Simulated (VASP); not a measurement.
Input of a VASP 6.6.1 run:

The input INCAR:

```
SYSTEM = Se
  PREC = Accurate
  ENCUT = 600
  EDIFF = 1E-7
  ISMEAR = 1
  SIGMA = 0.1
  LREAL = .False.
  LASPH = .True.
  NELM = 80
  ALGO = Normal
  ISIF = 3
  LWAVE = .False.
  LCHARG = .False.
  GGA = PE
  IBRION = 2
  NSW = 90
  EDIFFG = -0.005
```

File KPOINTS:

```
regular mesh
0
Gamma
  16 16 16
  0 0 0
```

POSCAR

```
Se                                      
1.0
   -1.7199649873      1.7199649873      1.7199649873
    1.7199649873     -1.7199649873      1.7199649873
    1.7199649873      1.7199649873     -1.7199649873
  Se            
     1
Direct
     0.0000000000000000    0.0000000000000000    0.0000000000000000
```

Potentials or basis: VASP PAW PBE potentials, release 64 (Se).

Command:

```sh
$ cat potpaw_PBE.64/Se/POTCAR > POTCAR
$ mpirun -np 1 vasp_std > vasp.out
```

(1) Estimate the band gap on the k mesh.

Results:

(1) none (metal or under the smearing width).

Caveat: the relaxation stopped at its first step, so nothing moved.
